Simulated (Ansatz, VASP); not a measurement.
## Al in VASP and in Ansatz

```xyz
1
Lattice="0.0000 1.7513 1.7513 1.7513 0.0000 1.7513 1.7513 1.7513 0.0000" Properties=species:S:1:pos:R:3 pbc="T T T"
Al    0.0000    0.0000    0.0000
```

Change from the starting cell: volume scaled by 0.68, LAPW.

Alike in both runs: task single point; functional LDA; k mesh 16 × 16 × 16; occupations fermi-dirac, width 0.08 eV; no spin polarisation.

|  | VASP | Ansatz |
| --- | --- | --- |
| version | VASP 6.6.1 | Ansatz 0.2.0 |
| potentials or method | VASP PAW LDA potentials, release 64 (Al), cutoff 520 eV | all-electron LAPW, scalar-relativistic |

Ansatz gave:

| Quantity | Value |
| --- | --- |
| pressure (GPa) | 75.0 |

**Question.** Estimate VASP's values.

**Answer.** Pressure (GPa): 76.3.

Ansatz ran all-electron here, so the differences hold the error of VASP's frozen core and of both bases.

Caveats: the cell as given lies far from equilibrium; so large a pressure means that the cell lies far from this level's equilibrium, or that cutoff or potentials fall short (VASP).
